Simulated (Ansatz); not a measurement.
# Symmetry broken, then relaxed in HfN

Computed with Ansatz 0.2.0, DFT LDA, scalar-relativistic, plane waves, PAW. The runs took a 420 eV cutoff, a Γ-centred 12×12×12 mesh and Gaussian smearing (0.15 eV). Spin–orbit coupling is left out, which can shift energies with elements as heavy as these. No spin polarisation. Energies are free energies at this smearing, counted from the undisturbed cell; pressure is positive in compression.

The starting cell (relaxed at this level; this zinc-blende form isn't the usual structure):

```
CELL_PARAMETERS angstrom
0.00000 2.41461 2.41461
2.41461 0.00000 2.41461
2.41461 2.41461 0.00000
ATOMIC_POSITIONS crystal
Hf 0.00000 0.00000 0.00000
N 0.75000 0.75000 0.75000
```

The atoms are displaced (Å, in the unstrained cell):

```
atom ux uy uz
 Hf1  -0.007   0.003   0.005
  N2   0.007  -0.003  -0.005
```

The atoms are then relaxed in that fixed cell.

**Question.** Does the relaxation return to the undisturbed structure?

**Answer.** Yes (up to a choice of domain or origin): same space group and volume, and an energy 0.0 meV/atom from it. The disturbance itself cost 1.1 meV/atom. The final space group reads F-43m (tolerance 0.05 Å) and the volume changes by 0.00 %.

Final structure:

```
Hf N
1.0
     0.00000    2.41461    2.41461
     2.41461    0.00000    2.41461
     2.41461    2.41461    0.00000
Hf N
1 1
Direct
  0.00001 0.00000 0.00000
  0.74999 0.75000 0.75000
```

The relaxation, step by step (energy from the first step):

| step | ΔE (meV/atom) | largest force component (eV/Å) | pressure (GPa) |
| --- | --- | --- | --- |
| 1 | 0.0 | 0.175 | n/a |
| 2 | -0.8 | 0.082 | n/a |
| 3 | -1.1 | 0.001 | n/a |
| 4 | -1.1 | 0.000 | n/a |

Frames along the relaxation (Å, eV/Å):

```xyz
2
Lattice="0.000 2.415 2.415 2.415 0.000 2.415 2.415 2.415 0.000" Properties=species:S:1:pos:R:3:forces:R:3 pbc="T T T" step=1
Hf   -0.007    0.003    0.005    0.175   -0.078   -0.130
N     3.629    3.619    3.617   -0.175    0.078    0.130
2
Lattice="0.000 2.415 2.415 2.415 0.000 2.415 2.415 2.415 0.000" Properties=species:S:1:pos:R:3:forces:R:3 pbc="T T T" step=2
Hf   -0.003    0.001    0.003    0.082   -0.036   -0.061
N     3.625    3.620    3.619   -0.082    0.037    0.061
2
Lattice="0.000 2.415 2.415 2.415 0.000 2.415 2.415 2.415 0.000" Properties=species:S:1:pos:R:3:forces:R:3 pbc="T T T" step=3
Hf    0.000    0.000    0.000    0.000    0.000    0.000
N     3.622    3.622    3.622   -0.001    0.000    0.000
2
Lattice="0.000 2.415 2.415 2.415 0.000 2.415 2.415 2.415 0.000" Properties=species:S:1:pos:R:3:forces:R:3 pbc="T T T" step=4
Hf    0.000    0.000    0.000    0.000    0.000    0.000
N     3.622    3.622    3.622   -0.001    0.000    0.000
```